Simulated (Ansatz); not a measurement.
Crystal: CuO (Tenorite).

```xyz
4
Lattice="2.3447 -1.7134 0.0000 2.3447 1.7134 0.0000 -0.8606 0.0000 5.0594" Properties=species:S:1:pos:R:3 pbc="T T T"
Cu    0.7420   -0.8457    2.5297
Cu    1.1723    0.8457    0.0000
O     1.6421    0.2841    3.8133
O     2.0724   -0.2841    1.2836
```

Base run:

- Program: Ansatz 0.2.0
- Functional: r2SCAN
- Potentials or basis: Ansatz PAW
- Cutoff: 500 eV
- Density cutoff: 2000 eV
- k mesh: 10 × 10 × 5
- Occupations: fermi-dirac, width 0.05 eV
- Spin: no spin polarisation

Its results: band gap on the k mesh none (metal or under the smearing width); pressure -1.3 GPa; largest force 0.735 eV/Å.

Task: The run is repeated on the same cell with these changes: functional from r2SCAN to LDA; cutoff from 500 eV to 420 eV; density cutoff from 2000 eV to 1680 eV. What comes out?

Result: Band gap on the k mesh none (metal or under the smearing width); pressure -9.6 GPa; largest force 0.790 eV/Å.

Caveats: the run has no spin polarisation, though such a crystal can be magnetic; semilocal functionals often make such compounds metallic where correlation or magnetic order opens a gap, which also shifts bond lengths; the PAW data sets come from PBE, with cores solved anew for the run's functional, which leaves a small shift of forces and pressure.

Not every run made on this cell is shown here.
